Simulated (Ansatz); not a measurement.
## CuO in Ansatz: the effect of strain

The system is CuO.

```
Cu O
1.0
     4.16094    0.00000    0.00000
     0.00000    4.16094    0.00000
     0.00000    0.00000    3.73214
Cu O
3 3
Cartesian
  2.0805 0.0000 1.8661
  0.0000 2.0805 1.8661
  0.0000 0.0000 0.0000
  0.0000 0.0000 1.8661
  2.0805 0.0000 0.0000
  0.0000 2.0805 0.0000
```

Measurements of this composition are mostly on another form, of space group No. 15.

Alike in all runs:

* Program: Ansatz 0.2.0
* Task: relaxation of the atoms
* Functional: PBEsol
* Potentials or basis: Ansatz PAW
* Cutoff: 420 eV (not typed: the program's choice for these potentials)
* k mesh: 6 × 6 × 6
* Occupations: fermi-dirac, width 0.05 eV
* Spin: no spin polarisation
* Kind of strain: uniaxial

Each run relaxes the cell or the atoms first.

```tsv
strain	pressure (GPa)
-0.04	4.6
-0.02	-0.9
-0.01	-3.3
0	-5.4
0.01	?
0.02	-9.1
0.04	-12.2
```

Q: What does the run with strain 0.01 give?

A: Pressure -7.4 GPa.

Worked out: A parabola through the other rows of the pressure, of slope -188 GPa per unit of strain there, gives -7.4 GPa, against the run's -7.4.

Caveats: the relaxation stopped at its first step, so nothing moved; an odd number of electrons without spin polarisation forces a metal; a magnetic or distorted state may lie lower; the run has no spin polarisation, though such a crystal can be magnetic; the PAW data sets come from PBE, with cores solved anew for the run's functional, which leaves a small shift of forces and pressure; the thresholds are loose for stress.
